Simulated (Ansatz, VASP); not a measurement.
**KF: VASP beside Ansatz**

Contents of POSCAR:

```
KF
1.0
    3.1788706815     -0.0267025137      0.0000000000
   -0.0267025137      3.1788706815      0.0000000000
    0.0000000000      0.0000000000      3.1788706815
K F
1 1
Direct
    0.0000000000      0.0000000000      0.0000000000
    0.5000000000      0.5000000000      0.5000000000
```

File INCAR.step1:

```
SYSTEM = KF
ALGO     = Normal         ! electronic algorithm
EDIFF    = 1E-5           ! SCF threshold, eV
ENCUT    = 520            ! plane-wave cutoff, eV
GGA      = PE             ! functional
ISIF     = 2              ! what is computed and relaxed
ISMEAR   = 0              ! smearing method
LASPH    = .TRUE.         ! aspherical terms in the spheres
LREAL    = .FALSE.        ! projectors in reciprocal space
LWAVE    = .TRUE.         ! write WAVECAR
NBANDS   = 15             ! bands
NELM     = 100            ! most SCF steps
PREC     = Accurate       ! precision mode
SIGMA    = 0.01           ! smearing width, eV
```

The input INCAR.step2:

```
SYSTEM = KF
ALGO     = Normal         ! electronic algorithm
EDIFF    = 1E-6           ! SCF threshold, eV
ENCUT    = 520            ! plane-wave cutoff, eV
GGA      = PE             ! functional
HFSCREEN = 0.2079         ! screening, 1/A
ISIF     = 2              ! what is computed and relaxed
ISMEAR   = 0              ! smearing method
ISTART   = 1            
LASPH    = .TRUE.         ! aspherical terms in the spheres
LCHARG   = .TRUE.         ! write CHGCAR
LELF     = .TRUE.         ! ELF
LHFCALC  = .TRUE.         ! exact exchange
LREAL    = .FALSE.        ! projectors in reciprocal space
LVHAR    = .TRUE.       
LWAVE    = .FALSE.        ! write WAVECAR
NBANDS   = 15             ! bands
NELM     = 100            ! most SCF steps
PREC     = Accurate       ! precision mode
PRECFOCK = Normal       
SIGMA    = 0.01           ! smearing width, eV
```

Contents of KPOINTS:

```
k-points
0
G
  6 6 6
  0 0 0
```

Input for Ansatz:

```yaml
crystal:
  lattice:
    - [3.1788706815, -0.0267025137, 0.0]
    - [-0.0267025137, 3.1788706815, 0.0]
    - [0.0, 0.0, 3.1788706815]
  atoms:
    - { symbol: K, position: [0.0, 0.0, 0.0] }
    - { symbol: F, position: [0.5, 0.5, 0.5] }
kpoints:
  mp_grid: { grid: [6, 6, 6] }
  band_path:
    path: [[0.0, 0.0, 0.0], [0.0, 0.5, 0.0], [0.5, 0.5, 0.0], [0.5, 0.5, 0.5]]
    npoints: 1
hamiltonian:
  xc: hse06
scf:
  occupations: { method: fixed }
  n_extra_bands: 4
output:
  forces: true
  stress: true
  eigenvalues: true
```

Change from the starting cell: shear_xy strain -1.7%.

Alike in both runs: task single point; functional HSE06; k mesh 6 × 6 × 6; no spin polarisation.

|  | VASP | Ansatz |
| --- | --- | --- |
| version | VASP 6.6.1 | Ansatz 0.2.0 |
| potentials or method | VASP PAW PBE potentials, release 64 (K_sv, F) | plane waves, PAW |
| plane-wave cutoff (eV) | 520 | 420 |
| occupations | gaussian, width 0.01 eV | fixed |
| valence electrons in the cell | 16 | 16 |

|  | VASP | Ansatz | Ansatz less VASP |
| --- | --- | --- | --- |
| gap on the k mesh at the Fermi level (eV) | 8.90 | 8.92 | +0.021 |
| pressure (GPa) | 1.7 | 1.6 | -0.13 |
| largest component of the traceless stress (GPa) | 0.19 | 0.17 | -0.015 |

Ansatz warned: «stress_exchange_threshold_loose».

Caveats: the PAW data sets were made with another functional, which shifts forces and pressure a little (VASP). A k mesh can miss the band edges.
